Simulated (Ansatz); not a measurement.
Ta, DFT, PBE, PAW with Ansatz's default frozen-core files, scalar-relativistic (Ansatz 0.2.0), run on 1 thread of Arm Neoverse V2 on a shared host.

The cell is COD entry 1541266, as deposited and not checked against the literature; nothing was relaxed. The listed cell was then made from it by scaling, straining or moving an atom.

Command: `ansatz run input.yaml --threads 1 --pin off --max-ram 3072MiB --backend cpu --events-out ev --progress --plain --runs-dir out`

```yaml
crystal:
  lattice:
    - [-1.6843056, 1.6843056, 1.65128]
    - [1.6843056, -1.6843056, 1.65128]
    - [1.6843056, 1.6843056, -1.65128]
  atoms:
    - { symbol: Ta, position: [0.0, 0.0, 0.0] }
kpoints:
  mp_grid: { grid: [17, 17, 17] }
scf:
  occupations: { method: fermi_dirac, width: 0.08 }
hamiltonian:
  xc: pbe
  pseudopotentials: { kind: paw }
output:
  forces: true
  stress: true
  eigenvalues: true
  efg: { contact_densities: true }
  write_density: true
  write_potential: true
  elf: true
  volumetric_format: npy
```

How large is the problem that the program sets up?

405 irreducible k-points, 369 plane waves at Γ, 11 bands.

Estimate the wall time and the peak memory.

5.5 s of wall time for 6 SCF iterations, with a peak of 0.41 GiB. Times on shared machines scatter by tens of per cent.

And the same cell and mesh by all-electron PAW (datasets made for this crystal), asked for forces, stress, eigenvalues, efg, on the same hardware?

29 s, peak memory 0.82 GiB.
